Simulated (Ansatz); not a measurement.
**B (beta tin type): how the settings move a single-point run**

Question: which choices in the input matter for B (beta tin type)?

Program: Ansatz 0.2.0. Level of theory: reference: DFT, PBE, norm-conserving pseudopotentials, Ansatz's default files, scalar-relativistic. These are calculated values, not measurements.

### Step 1. The system as given

It takes space group I4_1/amd (No. 141, tetragonal). The conventional cell has a = 3.011 Å, b = 3.011 Å, c = 1.410 Å, α = 90.00°, β = 90.00°, γ = 90.00°. B (site symmetry -4m2) has 6 B at 1.41 to 1.55 Å as nearest neighbours.

Structure file:

```
CELL_PARAMETERS angstrom
-1.50559 1.50559 0.70489
1.50559 -1.50559 0.70489
1.50559 1.50559 -0.70489
ATOMIC_POSITIONS crystal
B 0.62500 0.87500 0.75000
B 0.37500 0.12500 0.25000
```

### Step 2. Reference

Input file input.yaml:

```yaml
crystal:
  lattice:
    - [-1.5055928028, 1.5055928028, 0.7048948715]
    - [1.5055928028, -1.5055928028, 0.7048948715]
    - [1.5055928028, 1.5055928028, -0.7048948715]
  atoms:
    - { symbol: B, position: [-0.375, -0.125, -0.25] }
    - { symbol: B, position: [0.375, 0.125, 0.25] }
kpoints:
  mp_grid: { grid: [21, 21, 21] }
scf:
  occupations: { method: fermi_dirac, width: 0.05 }
hamiltonian:
  xc: pbe
  pseudopotentials: { kind: nc }
output:
  forces: true
  stress: true
  eigenvalues: true
```

Started as:

```
$ ansatz run input.yaml --threads 1 --pin off --max-ram 2048MiB --backend cpu --events-out ev --progress --plain --runs-dir out
```

### Step 3. Changed: eigensolver.kind davidson, basis.precision f64

Changes to input.yaml since step 2:

```diff
@@ -12,2 +12,3 @@
   occupations: { method: fermi_dirac, width: 0.05 }
+  eigensolver: { kind: davidson }
 hamiltonian:
@@ -19 +20,3 @@
   eigenvalues: true
+basis:
+  precision: f64
```

Before running it: what results should come out? Wanted: for each run, ending; energy change; pressure; gap; force.

**Answer**, as computed:

```tsv
run	ending	energy change	pressure (GPa)	gap (eV)	force (eV/Å)	cycles	time
reference	converged	0	587.3	0.00	0.00	6	4.2 s
1: eigensolver.kind davidson, basis.precision f64	converged	0.0 meV/atom	587.3	0.00	0.00	5	5.2 s
```

Residual by cycle in the longest SCF loop of each run; runs are numbered as in the table. The quantity is the density residual dr2, in eV.

```tsv
cycle	reference	run 1
1	0.523	0.522
2	0.0933	0.0945
3	1.2e-4	1.4e-4
4	4.5e-7	1.7e-6
5	3.2e-9	1.1e-8
6	7.4e-12	-
```

The changed solver and arithmetic precision doesn't alter the result here (within 0.5 meV/atom). Cost: 5 SCF cycles against 6. The structure is not at rest: the sound run finds 587 GPa, so these are no properties of the relaxed crystal. 
